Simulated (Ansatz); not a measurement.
Relax this structure to zero stress and force, keeping its symmetry:

```cif
data_structure
_symmetry_space_group_name_H-M 'Pm-3m'
_symmetry_Int_Tables_number 221
_cell_length_a 2.9916
_cell_length_b 2.9916
_cell_length_c 2.9916
_cell_angle_alpha 90.000
_cell_angle_beta 90.000
_cell_angle_gamma 90.000
_cell_volume 26.77
loop_
_atom_site_label
_atom_site_type_symbol
_atom_site_symmetry_multiplicity
_atom_site_Wyckoff_symbol
_atom_site_fract_x
_atom_site_fract_y
_atom_site_fract_z
_atom_site_occupancy
Al1 Al 1 a 0.00000 0.00000 0.00000 1
Ru1 Ru 1 b 0.50000 0.50000 0.50000 1
```

Method: DFT PBE, scalar-relativistic, plane waves, PAW (Ansatz 0.2.0).

Settings: cutoff 420 eV, Γ-centred mesh 14×14×14 on the computed 2-atom cell, Gaussian smearing of 0.10 eV; no spin polarisation.

Task: What does it relax to?

Result: The volume increases by 0.17 Å³/atom to 13.56 Å³/atom, and the energy falls by 1.3 meV/atom. Final structure:
```cif
data_structure
_symmetry_space_group_name_H-M 'Pm-3m'
_symmetry_Int_Tables_number 221
_cell_length_a 3.0041
_cell_length_b 3.0041
_cell_length_c 3.0041
_cell_angle_alpha 90.000
_cell_angle_beta 90.000
_cell_angle_gamma 90.000
_cell_volume 27.11
loop_
_atom_site_label
_atom_site_type_symbol
_atom_site_symmetry_multiplicity
_atom_site_Wyckoff_symbol
_atom_site_fract_x
_atom_site_fract_y
_atom_site_fract_z
_atom_site_occupancy
Al1 Al 1 a 0.00000 0.00000 0.00000 1
Ru1 Ru 1 b 0.50000 0.50000 0.50000 1
```